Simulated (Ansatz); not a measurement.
AlGaN₂ under strain

Level of theory: DFT LDA, scalar-relativistic, plane waves, PAW (Ansatz). (420 eV cutoff, 8×8×6 k-mesh, Gaussian smearing of 0.02 eV, no spin polarisation)

Starting point, cell and atoms relaxed:

```xyz
4
Lattice="3.1153 0.0000 0.0000 0.0000 3.1153 0.0000 0.0000 0.0000 4.3843" Properties=species:S:1:pos:R:3 pbc="T T T"
Al    1.5576    1.5576    2.1922
Ga    0.0000    0.0000    0.0000
N     1.5576    0.0000    3.2446
N     0.0000    1.5576    1.1397
```

Deformation: uniaxial strain along a, with the lengths of b and c and the atoms relaxed and the angles held, all within the symmetry that the strain leaves. Energies are extrapolated to zero smearing. Stress is positive in compression, on the Cartesian axes of the cell above. Gaps are Kohn–Sham gaps over the whole zone.

```tsv
strain (%)	ΔE (meV/atom)	a (Å)	b (Å)	c (Å)	σxx (GPa)	σyy (GPa)	σzz (GPa)	gap (eV)
-6.0	41.6	2.928	3.098	4.534	21.55	0.00	0.00	2.72
-4.0	17.8	2.991	3.103	4.487	13.66	0.00	0.01	2.92
-2.0	4.2	3.053	3.109	4.437	6.49	0.00	0.00	3.01
+0.0	0.0	3.115	3.115	4.384	-0.01	-0.01	-0.01	3.05
+2.0	3.9	3.178	3.122	4.328	-5.88	0.00	0.00	2.94
+4.0	15.1	3.240	3.130	4.269	-11.17	0.01	-0.01	2.82
+6.0	32.7	3.302	3.139	4.206	-15.88	0.01	-0.01	2.70
```